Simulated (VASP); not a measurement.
# WC (Qusongite) (P-6m2) in VASP: notebook

Aim: see how the results for WC (Qusongite) move with the level of theory and the settings. Levels: RPBE, PBE+D3(BJ). Tasks: relaxation of cell and atoms.

Everything below comes from runs of VASP 6.6.1. Logs are shortened: lines on timing, memory, paths and dates and some standing lists are left out, and cuts for length are marked.

## Step 1: The crystal as given

It takes space group P-6m2 (No. 187, hexagonal). Conventional cell: a = 2.907 Å, b = 2.907 Å, c = 2.837 Å, α = 90.00°, β = 90.00°, γ = 120.00°. W (site symmetry -6m2) is surrounded by 6 C at 2.20 Å. Around C (site symmetry -6m2) lie 6 W at 2.20 Å.

## Step 2: Relaxation of cell and atoms, RPBE

File INCAR:

```
SYSTEM = WC
  PREC = Accurate
  ENCUT = 600
  EDIFF = 1E-6
  ISMEAR = 1
  SIGMA = 0.1
  LREAL = .FALSE.
  LASPH = .TRUE.
  NELM = 80
  ALGO = Normal
  ISIF = 3
  LWAVE = .FALSE.
  LCHARG = .FALSE.
  GGA = RP
  IBRION = 2
  NSW = 90
  EDIFFG = -0.01
```

File KPOINTS:

```
Automatic mesh
0
G
  15 15 13
  0 0 0
```

File POSCAR:

```
WC
1.0
    2.9065000000      0.0000000000      0.0000000000
   -1.4532500000      2.5171028361      0.0000000000
    0.0000000000      0.0000000000      2.8366000000
W C
1 1
Direct
    0.0000000000      0.0000000000      0.0000000000
    0.6666666667      0.3333333333      0.5000000000
```

Potentials or basis: VASP PAW PBE potentials, release 64 (W_sv, C).

The run is started by

```sh
cat potpaw_PBE.64/W_sv/POTCAR potpaw_PBE.64/C/POTCAR > POTCAR
mpirun -np 1 vasp_std > vasp.out
```

OUTCAR:

```text
SYSTEM = WC
   PREC = Accurate
   ENCUT = 600
   EDIFF = 1E-6
   ISMEAR = 1
   LREAL = .FALSE.
   LASPH = .TRUE.
   NELM = 80
   ISIF = 3
   GGA = RP
   IBRION = 2
   NSW = 90
   EDIFFG = -0.01

 ion  position               nearest neighbor table
   1  0.000  0.000  0.000-   2 2.20   2 2.20   2 2.20   2 2.20   2 2.20   2 2.20
   2  0.667  0.333  0.500-   1 2.20   1 2.20   1 2.20   1 2.20   1 2.20   1 2.20

  LATTYP: Found a hexagonal cell.
 ALAT       =     2.9065000000
 C/A-ratio  =     0.9759504559

  Lattice vectors:

 A1 = (   2.9065000000,   0.0000000000,   0.0000000000)
 A2 = (  -1.4532500000,   2.5171028361,   0.0000000000)
 A3 = (   0.0000000000,   0.0000000000,   2.8366000000)

Analysis of symmetry for initial positions (statically):
=====================================================================
 Subroutine PRICEL returns:
 Original cell was already a primitive cell.

 Routine SETGRP: Setting up the symmetry group for a
 hexagonal supercell.

 Subroutine GETGRP returns: Found 12 space group operations
 (whereof 12 operations were pure point group operations)
 out of a pool of 24 trial point group operations.

The static configuration has the point symmetry D_3h.

Analysis of symmetry for dynamics (positions and initial velocities):
=====================================================================
 Subroutine PRICEL returns:
 Original cell was already a primitive cell.

 Routine SETGRP: Setting up the symmetry group for a
 hexagonal supercell.

 Subroutine GETGRP returns: Found 12 space group operations
 (whereof 12 operations were pure point group operations)
 out of a pool of 24 trial point group operations.

The dynamic configuration has the point symmetry D_3h.

 Subroutine INISYM returns: Found 12 space group operations
 (whereof 12 operations are pure point group operations),
 and found     1 'primitive' translations

----------------------------------------------------------------------------------------

                                     Primitive cell

  volume of cell :      20.7525

  direct lattice vectors                    reciprocal lattice vectors
     2.906500000  0.000000000  0.000000000     0.344056425  0.198641070  0.000000000
    -1.453250000  2.517102836  0.000000000     0.000000000  0.397282139  0.000000000
     0.000000000  0.000000000  2.836600000     0.000000000  0.000000000  0.352534725

  length of vectors
     2.906500000  2.906500000  2.836600000     0.397282139  0.397282139  0.352534725

  position of ions in fractional coordinates (direct lattice)
     0.000000000  0.000000000  0.000000000
[... 96 lines left out ...]
   IMIX   =      4    mixing-type and parameters
     AMIX     =   0.40;   BMIX     =  1.00
     AMIX_MAG =   1.60;   BMIX_MAG =  1.00
  volume/ion in A,a.u.               =      10.38        70.02
  Fermi-wavevector in a.u.,A,eV,Ry     =   1.561262  2.950358 33.164744  2.437540
  Thomas-Fermi vector in A             =   2.664353
   LORBIT       =      0    0 simple, 1 ext, 2 COOP (PROOUT), +10 PAW based schemes
   GGA     = RP    functional components
   LHFCALC =     F    Hartree Fock is set to
   AEXX    =    0.0000 exact exchange contribution
   IVDW    =     0    specifies the selected vdW correction
   LEPSILON=     F    determine dielectric tensor
   LRPA    =     F    only Hartree local field effects (RPA)
 conjugate gradient relaxation of ions
 non-spin polarized calculation
 Methfessel and Paxton  Order N= 1 SIGMA  =   0.10
  energy-cutoff  :      600.00
  volume of cell :       20.75
 maximum number of plane-waves:       704
 NGX is ok and might be reduce to    24
   NGX = 11   NGY = 11   NGZ = 11

--------------------------------------- Ionic step        1  -------------------------------------------

 number of electron      18.0000000 magnetization

 Free energy of the ion-electron system (eV)
  ---------------------------------------------------
  ext. energy  EPLUGINS =         0.00000000
  ---------------------------------------------------
  free energy    TOTEN  =       -21.38900603 eV

  energy without entropy =      -21.38906288  energy(sigma->0) =      -21.38902498

------------------------ aborting loop because EDIFF is reached ----------------------------------------

  FORCE on cell =-STRESS in cart. coord.  units (eV):
  Direction    XX          YY          ZZ          XY          YZ          ZX
  --------------------------------------------------------------------------------------
  -------------------------------------------------------------------------------------
  Total        1.3930777      1.3930777      1.4559426     -0.0000000     -0.0000000      0.0000000
  in kB      107.5515128    107.5515128    112.4049554     -0.0000000     -0.0000000      0.0000000
  external PRESSURE =     109.1693270 kB  Pullay stress =       0.0000000 kB
[... 23 lines left out ...]
--------------------------------------- Ionic step        2  -------------------------------------------

 number of electron      18.0000000 magnetization

 E-fermi :   9.7557     XC(G=0): -13.1946

 val. band max:        9.7455079125   @ k =   0.0667   0.0667   0.3846
 cond. band min:       9.7789766705   @ k =   0.2667   0.2667   0.0000
 fundamental gap:      0.0334687580
 Fermi energy:         9.7556685352

 k-point     1 :       0.0000    0.0000    0.0000
  band No.  band energies     occupation
      1     -64.4758      2.00000
      2     -28.4497      2.00000
      3     -28.3740      2.00000
      4     -28.3740      2.00000
      5      -3.9443      2.00000
      6       6.0088      2.00000
      7       6.8597      2.00000
      8       6.8597      2.00000
      9       9.8530     -0.04438
     10      12.5743      0.00000
     11      12.5743      0.00000
     12      14.8764      0.00000
     13      14.8764      0.00000
[... 619 lines left out ...]
--------------------------------------- Ionic step        9  -------------------------------------------

 number of electron      18.0000000 magnetization

 Free energy of the ion-electron system (eV)
  ---------------------------------------------------
  ext. energy  EPLUGINS =         0.00000000
  ---------------------------------------------------
  free energy    TOTEN  =       -21.40829987 eV

  energy without entropy =      -21.40842290  energy(sigma->0) =      -21.40834088

 E-fermi :  10.7579     XC(G=0): -13.5966

 val. band max:       10.7197768660   @ k =   0.2667   0.2667   0.0000
 cond. band min:      10.7927125520   @ k =   0.1333  -0.0000   0.4615
 fundamental gap:      0.0729356860
 Fermi energy:        10.7579183458

 k-point     1 :       0.0000    0.0000    0.0000
  band No.  band energies     occupation
      1     -63.3150      2.00000
      2     -27.2853      2.00000
      3     -27.2010      2.00000
      4     -27.2010      2.00000
      5      -3.5054      2.00000
      6       6.6247      2.00000
      7       7.5509      2.00000
      8       7.5509      2.00000
      9      10.8824     -0.07080
     10      13.8991      0.00000
     11      13.8991      0.00000
     12      16.2763      0.00000
     13      16.2763      0.00000
[... 397 lines left out ...]
  FREE ENERGIE OF THE ION-ELECTRON SYSTEM (eV)
  ---------------------------------------------------
  free  energy   TOTEN  =       -21.4082998712 eV

  energy  without entropy=      -21.4084228955  energy(sigma->0) =      -21.40834088

 reached required accuracy - stopping structural energy minimisation
```

CONTCAR:

```text
WC
   1.00000000000000
     2.9350555486894865   -0.0000000000000000   -0.0000000000000000
    -1.4675277743447432    2.5418326666841140    0.0000000000000000
     0.0000000000000000   -0.0000000000000000    2.8596511706006975
  W               C
     1     1
Direct
     0.0000000000000000    0.0000000000000000    0.0000000000000000
     0.6666666667000030    0.3333333332999970    0.5000000000000000

  0.00000000E+00  0.00000000E+00  0.00000000E+00
  0.00000000E+00  0.00000000E+00  0.00000000E+00
```

It took 72 s on 1 thread of Intel Xeon 6975P-C (Granite Rapids), shared host; peak memory 0.21 GiB.

What came out:

* Free energy: -21.4083 eV
* Relaxed volume: 10.67 Å³/atom
* Relaxed cell: a = 2.935 Å, b = 2.935 Å, c = 2.860 Å, α = 90.00°, β = 90.00°, γ = 120.00°
* Space group after relaxing (to 0.05 Å): P-6m2 (No. 187)
* Energy gained by relaxing: 9.6 meV/atom
* Ionic steps: 9
* Pressure after relaxing: 0.0 GPa
* Band gap on the k mesh: none (metal or under the smearing width)

The path:
```
step  energy change (eV)  largest force (eV/Å)  pressure (GPa)  volume (Å³)
   1              0.0000                0.0000           10.92        20.75
   2              0.1074                0.0000          -23.38        22.95
   3             -0.0191                0.0000           -0.27        21.35
   4             -0.0192                0.0000           -0.05        21.33
   5             -0.0192                0.0000            0.17        21.32
   6             -0.0192                0.0000            0.18        21.33
   7             -0.0193                0.0000            0.21        21.32
   8             -0.0193                0.0000           -0.40        21.36
   9             -0.0193                0.0000            0.01        21.33
```

Final structure:
```
W C
1.0
     2.93506    0.00000    0.00000
    -1.46753    2.54183    0.00000
     0.00000    0.00000    2.85965
W C
1 1
Direct
  0.00000 0.00000 0.00000
  0.66667 0.33333 0.50000
```

Levels at points of the mesh, in eV from the Fermi level:
```tsv
k point	band 5	band 6	band 7	band 8	band 9	band 10	band 11	band 12	band 13
(0.00, 0.00, 0.00)	-14.26	-4.13	-3.21	-3.21	0.12	3.14	3.14	5.52	5.52
```

Caveat: the PAW data sets were made with another functional, which shifts forces and pressure a little. Zero-point motion and thermal expansion aren't in these numbers.

(Part 1 of 2 ends here.)
